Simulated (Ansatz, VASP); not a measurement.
**Mg in VASP and in Ansatz**

Contents of INCAR:

```
PREC     = Accurate       # precision mode
ENCUT    = 520            # plane-wave cutoff, eV
EDIFF    = 1E-6           # SCF threshold, eV
ISMEAR   = -1             # smearing method
SIGMA    = 0.08           # smearing width, eV
LREAL    = F              # projectors in reciprocal space
LASPH    = T              # aspherical terms in the spheres
NELM     = 100            # most SCF steps
ALGO     = Normal         # electronic algorithm
ISIF     = 2              # what is computed and relaxed
LWAVE    = F              # write WAVECAR
LCHARG   = F              # write CHGCAR
GGA      = PS             # functional
NBANDS   = 9              # bands
```

File KPOINTS:

```
regular mesh
0
Gamma
  12 12 7
```

File POSCAR:

```
Mg
1.0
    3.1985381027      0.0000000000      0.0000000000
   -1.5992690513      2.7700152519      0.0000000000
    0.0000000000      0.0000000000      5.1929040170
Mg
2
Direct
    0.3333333333      0.6666666667      0.2500000000
    0.6666666667      0.3333333333      0.7500000000
```

Input for Ansatz:

```yaml
crystal:
  lattice:
    - [3.1985381027, 0.0, 0.0]
    - [-1.5992690513, 2.7700152519, 0.0]
    - [0.0, 0.0, 5.192904017]
  atoms:
    - { symbol: Mg, position: [0.3333333333, 0.6666666667, 0.25] }
    - { symbol: Mg, position: [0.6666666667, 0.3333333333, 0.75] }
kpoints:
  mp_grid: { grid: [12, 12, 7] }
  band_path:
    path:
      - [0.0, 0.0, 0.0]
      - [0.5, 0.0, 0.0]
      - [0.3333333333, 0.3333333333, 0.0]
      - [0.0, 0.0, 0.0]
      - [0.0, 0.0, 0.5]
      - [0.5, 0.0, 0.5]
      - [0.3333333333, 0.3333333333, 0.5]
      - [0.0, 0.0, 0.5]
      - [0.5, 0.0, 0.5]
    npoints: 5
scf:
  occupations: { method: fermi_dirac, width: 0.08 }
hamiltonian:
  xc: pbesol
  pseudopotentials: { kind: all_electron, lapw: { basis_error: 0.0005 } }
output:
  forces: true
  stress: true
  eigenvalues: true
```

Change from the starting cell: volume scaled by 0.99.

Alike in both runs: task single point; functional PBEsol; k mesh 12 × 12 × 7; occupations fermi-dirac, width 0.08 eV; no spin polarisation.

```csv
,VASP,Ansatz
version,VASP 6.6.1,Ansatz 0.2.0
potentials or method,"VASP PAW PBE potentials, release 64 (Mg)","all-electron LAPW, scalar-relativistic"
plane-wave cutoff (eV),520,see its input
```

|  | VASP | Ansatz | Ansatz less VASP |
| --- | --- | --- | --- |
| pressure (GPa) | -0.8 | -0.8 | +0.04 |
| largest component of the traceless stress (GPa) | 0.52 | 0.52 | -0.002 |

Ansatz ran all-electron here, so the differences hold the error of VASP's frozen core and of both bases.

Caveats: the PAW data sets were made with another functional, which shifts forces and pressure a little (VASP).
